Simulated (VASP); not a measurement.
# VASP 6.6.1 run: SrO

INCAR

```
SIGMA = 0.02
LASPH = .TRUE.
LREAL = .FALSE.
GGA = PE
ISIF = 2
NELM = 120
LWAVE = .FALSE.
NSW = 0
EDIFF = 1E-7
ENCUT = 520
NBANDS = 15
IBRION = -1
NELECT = 15.9
ISMEAR = -1
LCHARG = .FALSE.
PREC = Accurate
```

KPOINTS

```
KPOINTS created by Atomic Simulation Environment
0
Gamma
8 8 8
0 0 0
```

POSCAR

```
Sr O
 1.0000000000000000
     0.0000000000000000    2.7922805169000000    2.8020534987999999
     2.7922805169000000    0.0000000000000000    2.8020534987999999
     2.7922805169000000    2.7922805169000000    0.0000000000000000
 Sr  O
   1   1
Cartesian
  0.0000000000000000  0.0000000000000000  0.0000000000000000
  1.3961402584499998  1.3961402584499998  1.4010267493999999
```

The recommended PBE PAW datasets give the neutral cell 16 valence electrons.

Command

```
mpirun -np 1 vasp_std
```

OSZICAR

```
N       E                     dE             d eps       ncg     rms          rms(c)
DAV:   1     0.730935398436E+02    0.73094E+02   -0.75758E+03  1770   0.933E+02
DAV:   2    -0.106510683649E+02   -0.83745E+02   -0.76891E+02  2421   0.212E+02
DAV:   3    -0.144265333819E+02   -0.37755E+01   -0.37383E+01  2279   0.422E+01
DAV:   4    -0.145201467404E+02   -0.93613E-01   -0.93589E-01  2335   0.635E+00
DAV:   5    -0.145221211437E+02   -0.19744E-02   -0.19744E-02  2398   0.733E-01    0.170E+01
DAV:   6    -0.119303191046E+02    0.25918E+01   -0.87447E+00  1798   0.208E+01    0.175E+01
DAV:   7    -0.117936221476E+02    0.13670E+00   -0.46727E-01  1890   0.548E+00    0.904E+00
DAV:   8    -0.117736311813E+02    0.19991E-01   -0.13732E-01  2078   0.339E+00    0.119E+00
DAV:   9    -0.117810417192E+02   -0.74105E-02   -0.62218E-03  2363   0.570E-01    0.324E-01
DAV:  10    -0.117845092368E+02   -0.34675E-02   -0.27104E-03  1854   0.338E-01    0.616E-02
DAV:  11    -0.117846362974E+02   -0.12706E-03   -0.16797E-04  2218   0.837E-02    0.588E-02
DAV:  12    -0.117846966243E+02   -0.60327E-04   -0.76106E-05  1854   0.636E-02    0.889E-03
DAV:  13    -0.117846960285E+02    0.59576E-06   -0.16782E-06  2316   0.125E-02    0.474E-03
DAV:  14    -0.117846958046E+02    0.22385E-06   -0.99761E-07  1903   0.848E-03    0.363E-03
DAV:  15    -0.117846958443E+02   -0.39644E-07   -0.10984E-07  1750   0.297E-03
   1 F= -.11784696E+02 E0= -.11783208E+02  d E =-.297630E-02
```

Standard output (part)

```
POSCAR found type information on POSCAR SrO
 POSCAR found :  2 types and       2 ions
 LDA part: xc-table for (Slater+PW92), standard interpolation
 POSCAR, INCAR and KPOINTS ok, starting setup
 WAVECAR not read
 entering main loop
 the old and the new charge density differ
    0.170E+01
```

From OUTCAR

```
k-points           NKPTS =     59   k-points in BZ     NKDIM =     59   number of bands    NBANDS=     15

   NELECT =      15.9000    total number of electrons

   dimension x,y,z NGX =    30 NGY =   30 NGZ =   30
   dimension x,y,z NGXF=    60 NGYF=   60 NGZF=   60

  energy-cutoff  :      520.00
  volume of cell :       43.69
      direct lattice vectors                 reciprocal lattice vectors
     0.000000000  2.792280517  2.802053499    -0.179065104  0.179065104  0.178440562
     2.792280517  0.000000000  2.802053499     0.179065104 -0.179065104  0.178440562
     2.792280517  2.792280517  0.000000000     0.179065104  0.179065104 -0.178440562

 k-points in reciprocal lattice and weights: KPOINTS created by Atomic Simulation Env
   0.00000000  0.00000000  0.00000000       0.002
   0.12500000  0.00000000  0.00000000       0.016
   0.25000000  0.00000000  0.00000000       0.016
   0.37500000  0.00000000  0.00000000       0.016
   0.50000000  0.00000000  0.00000000       0.008
   0.12500000  0.12500000  0.00000000       0.004
   0.25000000  0.12500000  0.00000000       0.016
   0.37500000  0.12500000  0.00000000       0.016
   ...

 E-fermi :   0.1287

 k-point     1 :       0.0000    0.0000    0.0000
  band No.  band energies     occupation
      1     -31.9319      2.00000
      2     -14.6349      2.00000
      3     -13.8222      2.00000
      4     -13.8222      2.00000
      5     -13.8217      2.00000
      6      -0.6658      2.00000
      7      -0.6649      2.00000
      8      -0.6649      2.00000
      9       2.8981      0.00000
     10       8.3286      0.00000
     11       8.3658      0.00000
     12       9.6292      0.00000
     13       9.6688      0.00000
     14       9.6688      0.00000
     15      15.4280      0.00000

 k-point     2 :       0.1250    0.0000    0.0000
  band No.  band energies     occupation
      1     -31.9232      2.00000
      2     -14.9498      2.00000
      3     -13.8348      2.00000
      4     -13.8348      2.00000
      5     -13.5404      2.00000
      6      -0.7525      2.00000
      7      -0.6143      2.00000
      8      -0.6133      2.00000
      9       3.3939      0.00000
     10       8.0288      0.00000
     11       8.0595      0.00000
     12       9.3277      0.00000
     13      10.0028      0.00000
     14      10.0274      0.00000
     15      13.9756      0.00000

 k-point     3 :       0.2500    0.0000    0.0000
  band No.  band energies     occupation
      1     -31.9022      2.00000
      2     -15.4134      2.00000
      3     -13.8658      2.00000
      4     -13.8650      2.00000
      5     -13.1650      2.00000
      6      -0.7845      2.00000
      7      -0.4991      2.00000
      8      -0.4968      2.00000
      9       4.4390      0.00000
     10       7.7501      0.00000
     11       7.7716      0.00000
     12       8.6614      0.00000
     13      10.3617      0.00000
     14      10.3743      0.00000
     15      12.5209      0.00000

 ...

  Total       -0.0649616     -0.0649616     -0.0739228      0.0000000      0.0000000      0.0000000
  in kB       -2.3820051     -2.3820051     -2.7105943      0.0000000      0.0000000      0.0000000
  external PRESSURE =      -2.4915348 kB  Pullay stress =       0.0000000 kB

 POSITION                                       TOTAL-FORCE (eV/Angst)
 -----------------------------------------------------------------------------------
      0.00000      0.00000      0.00000         0.000000      0.000000      0.000000
      1.39614      1.39614      1.40103        -0.000000     -0.000000     -0.000000
 -----------------------------------------------------------------------------------
    total drift:                               -0.000000     -0.000000     -0.000000

  FREE ENERGIE OF THE ION-ELECTRON SYSTEM (eV)
  ---------------------------------------------------
  free  energy   TOTEN  =       -11.7846958443 eV

  energy  without entropy=      -11.7817195402  energy(sigma->0) =      -11.78320769
```

It converged. Results: pressure -0.2 GPa.

The cell is charged and sits in a uniform background.

For comparison, a separate PBE run of the intended cell, on usual settings and not on those above, gives a gap of 2.51 eV on its mesh and a pressure of 1.2 GPa.
